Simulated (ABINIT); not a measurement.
AlN:

```
Al N
1.0
     0.00000    2.18399    2.18399
     2.18399    0.00000    2.18399
     2.18399    2.18399    0.00000
Al N
1 1
Direct
  0.00000 0.00000 0.00000
  0.25000 0.25000 0.25000
```

Measurements of this composition are mostly on another form, of space group No. 186.

Base run:

- Program: ABINIT 10.8.3 (patched build)
- Functional: PBE
- Potentials or basis: PseudoDojo NC SR PBE v0.4.1 standard
- Cutoff: 952 eV
- k mesh: 8 × 8 × 8
- Occupations: fixed
- Spin: no spin polarisation

Its results: band gap on the k mesh 3.33 eV, indirect (least direct gap 4.19 eV); pressure 3.8 GPa.

**Question.** The run is repeated on the same cell with these changes: functional from PBE to HSE06. What comes out?

**Answer.** Band gap on the k mesh 4.59 eV, indirect (least direct gap 5.56 eV); pressure -0.2 GPa.

HSE06 gives the wider gap, since exact exchange removes part of the self-interaction.

Caveats: Libxc's HSE differs a little from that of other programs (some runs); the potentials were made for another functional, which shifts forces and pressure (some runs).

A k mesh can miss the band edges.
